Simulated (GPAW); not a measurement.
# Ca in GPAW: convergence with smearing width (eV)

The system is Ca.

```
Ca
1.0
     1.97128   -3.39549    0.00000
     1.97128    3.39549    0.00000
     0.00000    0.00000    6.50911
Ca
2
Cartesian
  1.9713 2.2790 4.8818
  1.9713 -2.2790 1.6273
```

This isn't the form of Ca at room conditions, which is fcc.

* Program: GPAW 26.7.0
* Task: convergence study
* Functional: PBE
* Potentials or basis: GPAW PAW data sets (gpaw-data 1.2.1)
* Cutoff: 600 eV
* Basis: pw
* k mesh: 6 × 6 × 3
* Occupations: gaussian, width 0.5 eV
* Spin: no spin polarisation

These are the settings of the first run; the series varies smearing width (eV), with any setting tied to it.

Hardware: 1 thread of Arm Neoverse V2 (shared host).

Task: The values tried are 0.5, 0.3, 0.2, 0.15, 0.1, 0.05, 0.025, 0.01, loosest first. From which on does the energy stay within 1 meV/atom of the tightest run that finished?

Result: From 0.05 on.

```tsv
smearing width (eV)	energy less the tightest run, at zero smearing (meV/atom)	pressure (GPa)	largest force (eV/Å)	SCF cycles	CPU time (s)	peak memory (GiB)
0.5	-10.49	-0.37	0.017	12	34	0.19
0.3	-5.04	-0.39	0.017	12	31	0.19
0.2	-3.70	-0.39	0.016	13	33	0.19
0.15	-2.78	-0.40	0.016	13	33	0.19
0.1	-1.43	-0.41	0.016	13	32	0.19
0.05	-0.42	-0.42	0.016	13	33	0.19
0.025	-0.14	-0.43	0.016	13	34	0.19
0.01	0.00	-0.43	0.015	13	34	0.19
```

Against the tightest run, the pressure stays within 0.1 GPa from 0.5 on; the largest force stays within 0.005 eV/Å from 0.5 on. Narrower smearing needs a denser k mesh, so at a fixed mesh the narrowest width isn't the most accurate. The tightest run that finished is the yardstick and may itself not be fully converged.
